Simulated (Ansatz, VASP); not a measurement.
# Sn in VASP and in Ansatz

```
Sn
1.0
     0.00000    2.42901    2.42901
     2.42901    0.00000    2.42901
     2.42901    2.42901    0.00000
Sn
1
Direct
  0.00000 0.00000 0.00000
```

Alike in both runs: functional revPBE; k mesh 11 × 11 × 11; occupations fermi-dirac, width 0.1 eV; no spin polarisation.

Ansatz relaxed the structure, and its values are those at the end. VASP's run is a single point on that final structure, the one shown.

|  | VASP | Ansatz |
| --- | --- | --- |
| version | VASP 6.6.1 | Ansatz 0.2.0 |
| potentials or method | VASP PAW PBE potentials, release 64 (Sn_d) | plane waves (420 eV) with PAW, scalar-relativistic |
| plane-wave cutoff (eV) | 520 | 420 |
| valence electrons in the cell | 14 | 14 |

|  | VASP | Ansatz | Ansatz less VASP |
| --- | --- | --- | --- |
| pressure (GPa) | -0.1 | 0.0 | +0.05 |

Caveats: the PAW data sets were made with another functional, which shifts forces and pressure a little (VASP).
